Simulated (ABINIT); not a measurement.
# Ta (Im-3m) in ABINIT: notebook, part 2 of 2

ABINIT 10.8.3 (patched build). The steps go on from the part before.

## Step 4: Equation of state, PW91

Contents of run.abi:

```
# Datasets: one volume each
ndtset 7
getwfk -1
scalecart1 3*0.9795861087
scalecart2 3*0.9864848297
scalecart3 3*0.9932883884
scalecart4 3*1.0000000000
scalecart5 3*1.0066227096
scalecart6 3*1.0131594038
scalecart7 3*1.0196128224

# Pseudopotentials
pp_dirpath "./"
pseudos "Ta.GGA_PBE-JTH.xml"

# Structure
acell 3*1.0 Angstrom
rprim
    -1.6512800000     1.6512800000     1.6512800000
     1.6512800000    -1.6512800000     1.6512800000
     1.6512800000     1.6512800000    -1.6512800000
ntypat 1
znucl 73
natom 1
typat 1
xred
     0.0000000000     0.0000000000     0.0000000000

# Plane-wave basis
ecut 517.016339 eV
pawecutdg 38.0

# k points
kptopt 1
ngkpt 11 11 11
nshiftk 1
shiftk 0.0 0.0 0.0

# Exchange and correlation
ixc -109134

# Bands and occupations
nband 11
occopt 3
tsmear 0.05 eV

# SCF cycle
nstep 100
tolvrs 1.0e-9

# Output
iomode 3
prtwf 1
prtden 0
prteig 0
prtebands 0
enunit 2
```

Potentials or basis: JTH PAW PBE v2.0.

Run with:

```bash
> abinit run.abi > log 2>&1
```

run.abo:

```text
.Version 10.8.3 of ABINIT
 DATASET    1 : space group Im -3 m (#229); Bravais cI (body-center cubic)
================================================================================
 Values of the parameters that define the memory need for DATASET  1.
     intxc =       0    ionmov =       0      iscf =      17    lmnmax =      18
     lnmax =       6     mgfft =      24  mpssoang =       3    mqgrid =    3001
     natom =       1  nloc_mem =       2    nspden =       1   nspinor =       1
    nsppol =       1      nsym =      48    n1xccc =       1    ntypat =       1
    occopt =       3   xclevel =       2
       mpw =         470          nfft =       13824          nkpt =          56
 PAW method is used; the additional fine FFT grid is defined by:
   mgfftf=        30    nfftf =     27000
================================================================================
================================================================================
[... 71 lines left out ...]
 DATASET    7 : space group Im -3 m (#229); Bravais cI (body-center cubic)
================================================================================
 Values of the parameters that define the memory need for DATASET  7.
     intxc =       0    ionmov =       0      iscf =      17    lmnmax =      18
     lnmax =       6     mgfft =      24  mpssoang =       3    mqgrid =    3001
     natom =       1  nloc_mem =       2    nspden =       1   nspinor =       1
    nsppol =       1      nsym =      48    n1xccc =       1    ntypat =       1
    occopt =       3   xclevel =       2
       mpw =         525          nfft =       13824          nkpt =          56
 PAW method is used; the additional fine FFT grid is defined by:
   mgfftf=        32    nfftf =     32768
================================================================================
================================================================================

--------------------------------------------------------------------------------
------------- Echo of variables that govern the present computation ------------
--------------------------------------------------------------------------------
 -outvars: echo values of preprocessed input variables --------
            acell      1.8897261259E+00  1.8897261259E+00  1.8897261259E+00 Bohr
              amu      1.80947900E+02
             ecut      1.90000000E+01 Hartree
[... 113 lines left out ...]
         ecut(hartree)=     38.000   => boxcut(ratio)=   2.04193

--- Pseudopotential description ------------------------------------------------
- pspini: atom type   1  psp file is ./Ta.GGA_PBE-JTH.xml
 Pseudopotential format is: paw10
 basis_size (lnmax)=  6 (lmn_size= 18), orbitals=   0   0   1   1   2   2
 Spheres core radius: rc_sph= 2.41973345
 Shapefunction is SIN type: shapef(r)=[sin(pi*r/rshp)/(pi*r/rshp)]**2
 Radius for shape functions =  2.11065461
 Compensation charge density is not taken into account in XC energy/potential

   9.99818744E+02                                ecore*ucvol(ha*bohr**3)
--------------------------------------------------------------------------------

[... 1236 lines left out ...]
-Cartesian components of stress tensor (GPa)         [Pressure= -8.5971E+00 GPa]
- sigma(1 1)=  8.59707998E+00  sigma(3 2)=  0.00000000E+00
- sigma(2 2)=  8.59707998E+00  sigma(3 1)=  0.00000000E+00
- sigma(3 3)=  8.59707998E+00  sigma(2 1)=  0.00000000E+00

== END DATASET(S) ==============================================================
================================================================================

 -outvars: echo values of variables after computation  --------
            acell      1.8897261259E+00  1.8897261259E+00  1.8897261259E+00 Bohr
           etotal1    -5.9036963305E+01
           etotal2    -5.9038126099E+01
           etotal3    -5.9038875119E+01
           etotal4    -5.9039242782E+01
           etotal5    -5.9039267787E+01
           etotal6    -5.9038988104E+01
           etotal7    -5.9038427433E+01
            fcart1    -0.0000000000E+00 -0.0000000000E+00 -0.0000000000E+00
            fcart2    -0.0000000000E+00 -0.0000000000E+00 -0.0000000000E+00
            fcart3    -0.0000000000E+00 -0.0000000000E+00 -0.0000000000E+00
            fcart4    -0.0000000000E+00 -0.0000000000E+00 -0.0000000000E+00
            fcart5    -0.0000000000E+00 -0.0000000000E+00 -0.0000000000E+00
            fcart6    -0.0000000000E+00 -0.0000000000E+00 -0.0000000000E+00
            fcart7    -0.0000000000E+00 -0.0000000000E+00 -0.0000000000E+00
            rprim1    -1.6175709496E+00  1.6175709496E+00  1.6175709496E+00
                       1.6175709496E+00 -1.6175709496E+00  1.6175709496E+00
                       1.6175709496E+00  1.6175709496E+00 -1.6175709496E+00
[... 17 lines left out ...]
                       1.6836662614E+00  1.6836662614E+00 -1.6836662614E+00
           strten1    -5.6322604626E-04 -5.6322604626E-04 -5.6322604626E-04
                       0.0000000000E+00  0.0000000000E+00  0.0000000000E+00
           strten2    -3.8182386998E-04 -3.8182386998E-04 -3.8182386998E-04
                       0.0000000000E+00  0.0000000000E+00  0.0000000000E+00
           strten3    -2.1859396110E-04 -2.1859396110E-04 -2.1859396110E-04
                       0.0000000000E+00  0.0000000000E+00  0.0000000000E+00
           strten4    -6.9692051781E-05 -6.9692051781E-05 -6.9692051781E-05
                       0.0000000000E+00  0.0000000000E+00  0.0000000000E+00
           strten5     6.2033373566E-05  6.2033373566E-05  6.2033373566E-05
                       0.0000000000E+00  0.0000000000E+00  0.0000000000E+00
           strten6     1.8204328609E-04  1.8204328609E-04  1.8204328609E-04
                       0.0000000000E+00  0.0000000000E+00  0.0000000000E+00
           strten7     2.9220880933E-04  2.9220880933E-04  2.9220880933E-04
                       0.0000000000E+00  0.0000000000E+00  0.0000000000E+00
 Calculation completed.
```

Run time: 59 s. Hardware: 1 thread of Intel Xeon at 2.70GHz, shared host; peak memory 0.13 GiB.

What came out:

* Equilibrium volume: 18.22 Å³/atom
* Bulk modulus: 197 GPa
* Pressure derivative of the bulk modulus: 4.1

Energy against volume, from the lowest point:
```
volume (Å³/atom)  energy (meV/atom)
          16.930              62.71
          17.290              31.07
          17.650              10.69
          18.010               0.68
          18.371               0.00
          18.731               7.61
          19.091              22.87
```

Caveat: pressures at fixed basis lie under the slope of the energies; the PAW data sets were made with another functional, which shifts forces and pressure a little. Spin-orbit coupling is left out, which matters for the levels of Ta.

## Step 5: Overview

| task | level | potentials or basis | cutoff (eV) | fine-grid cutoff | V0 of scaled cells (Å³/atom) | B0 (GPa) |
| --- | --- | --- | --- | --- | --- | --- |
| band structure | PW91 | JTH PAW PBE v2.0 | 517 | 1034.03 eV | - | - |
| equation of state | PBE | PseudoDojo NC SR PBE v0.5 standard | 789 | - | 18.24 | 195 |
| equation of state | PW91 | JTH PAW PBE v2.0 | 517 | 1034.03 eV | 18.22 | 197 |

Alike in all rows: no spin polarisation; cell as given; k mesh 11 × 11 × 11; smearing fermi-dirac 0.05 eV.

Caveats: the PAW data sets were made with another functional, which shifts forces and pressure a little (some runs); pressures at fixed basis lie under the slope of the energies (some runs); spin-orbit coupling is left out, which moves the levels of the heavy elements (some runs).

Absolute energies hang on the potentials; compare differences alone.

## Step 6: Against experiment

Step 3. Against the measured bulk modulus of Ta, 194 GPa (quoted in “Refinement of the equation of state of tantalum”, 2004, arxiv:cond-mat/0403080), the calculated 195 GPa is off by +0.4 %. The fit is for a static lattice scaled at fixed shape and fixed fractional positions.

Step 4. Against the measured bulk modulus of Ta, 194 GPa (quoted in “Pressure effects on the electronic structure and superconductivity of (TaNb)0.67(HfZrTi)0.33 high entropy alloy”, 2019, arxiv:1910.08312), the calculated 197 GPa is off by +1.5 %. The fit is for a static lattice scaled at fixed shape and fixed fractional positions.
